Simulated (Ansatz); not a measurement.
Crystal: TiSe.

```xyz
4
Lattice="4.1784 0.0000 0.0000 0.0000 4.1784 0.0000 0.0000 0.0000 5.9844" Properties=species:S:1:pos:R:3 pbc="T T T"
Se    0.0000    2.0892    4.5515
Se    2.0892    0.0000    1.4329
Ti    0.0000    0.0000    0.0000
Ti    2.0892    2.0892    0.0000
```

The cell comes from a database or a generator and needn't be the stable form of this composition.

```yaml
Program: Ansatz 0.2.0
Task: relaxation of cell and atoms
Functional: PBEsol
Dispersion: D4
Potentials_or_basis: Ansatz PAW
Cutoff: "420 eV (not typed: the program's choice for these potentials)"
k_mesh: 7 × 7 × 5
Occupations: fermi-dirac, width 0.05 eV
Spin: no spin polarisation
```

At the start: volume 26.12 Å³/atom.

Q: How do energy, volume and symmetry change on relaxing?

A: It ends after 8 steps and the volume is 21.25 Å³/atom (-18.7 %); space group P4/nmm (No. 129, to 0.05 Å).

Step by step:
```csv
step,energy change (eV),largest force (eV/Å),volume (Å³)
1,0.0000,0.3396,104.48
2,-0.1053,0.1491,93.01
3,-0.1475,0.1147,88.48
4,-0.1785,0.0346,85.92
5,-0.1808,0.0206,84.97
6,-0.1808,0.0104,85.10
7,-0.1808,0.0004,84.99
8,-0.1793,0.0005,84.99
```

Final structure:
```
Se Ti
1.0
     4.11579    0.00000    0.00000
     0.00000    4.11579    0.00000
     0.00000    0.00000    5.01731
Se Ti
2 2
Direct
  0.00000 0.50000 0.71729
  0.50000 0.00000 0.28271
  0.00000 0.00000 0.00000
  0.50000 0.50000 0.00000
```

Caveat: the volume moved by over 15 % at a fixed basis, so the end points are rough; the plane-wave basis is chosen anew once the cell has moved, so the energies of steps on either side of that aren't comparable; the PAW data sets come from PBE, with cores solved anew for the run's functional, which leaves a small shift of forces and pressure.
